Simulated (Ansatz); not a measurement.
## A computed series for NaI: response to strain

Start from NaI in the rock salt structure (space group Fm-3m, No. 225; a = 6.528 Å).

Strains are applied to the cell and any free atomic positions relax.

Computed with plane-wave PAW DFT at the PBE level (Ansatz, a program for electronic structure, 420 eV), no spin-orbit coupling.

```
isotropic strain (%)  pressure (GPa)
--------------------  --------------
-2.5                             1.4
-2                               1.1
-1.5                             0.8
-1                                 ?
-0.5                             0.2
0                                0.0
0.5                             -0.2
1                               -0.4
3                               -1.1
```

Q: Fit P = P₀ − Bδ + Cδ² with δ = (1 + ε)³ − 1 to the rows shown and predict the withheld row.

A: Least squares on the printed values gives P₀ = 0.0 GPa, B = 15.8 GPa, C = 43.1 GPa (largest residual 0.1 GPa); this predicts 0.5 GPa, and the run gives 0.5 GPa, in agreement.

No phonon test of stability was made.
